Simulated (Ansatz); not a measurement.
Write the native input for Ansatz 0.2.0 that does the following.

```
Task                : single point
Functional          : PBE
Potentials or basis : all-electron LAPW, scalar-relativistic
Cutoff              : 227 eV (chosen from the basis error)
Basis error allowed : 0.001 eV/atom
k mesh              : 8 × 8 × 8
Occupations         : gaussian, width 0.02 eV
Spin                : no spin polarisation
```

The system is BeTe.

```
Te Be
1.0
     0.00000    2.77000    2.77000
     2.77000    0.00000    2.77000
     2.77000    2.77000    0.00000
Te Be
1 1
Direct
  0.75000 0.75000 0.75000
  0.00000 0.00000 0.00000
```

One way to write it, as run:

input.yaml

```yaml
crystal:
  lattice:
    - [0.0, 2.77, 2.77]
    - [2.77, 0.0, 2.77]
    - [2.77, 2.77, 0.0]
  atoms:
    - { symbol: Te, position: [0.75, 0.75, 0.75] }
    - { symbol: Be, position: [0.0, 0.0, 0.0] }
kpoints:
  mp_grid: { grid: [8, 8, 8] }
scf:
  occupations: { method: gaussian, width: 0.02 }
hamiltonian:
  xc: pbe
  pseudopotentials: { kind: all_electron, lapw: { basis_error: 0.001 } }
output:
  forces: true
  stress: true
  eigenvalues: true
```

Potentials or basis: all-electron LAPW, scalar-relativistic.

Run with:

```sh
$ ansatz run input.yaml --threads 1 --pin off --max-ram 3072MiB --backend cpu --events-out ev --progress --plain --runs-dir out
```

Results of the run:

```yaml
Pressure: 4.3 GPa
Band_gap_on_the_k_mesh: 1.86 eV, indirect (least direct gap 3.59 eV)
```

Caveat: spin-orbit coupling is left out, which moves the levels of the heavy elements.

It took 6.5 s on 1 thread of Arm Neoverse V1, with other jobs on the host, peak memory 0.24 GiB.
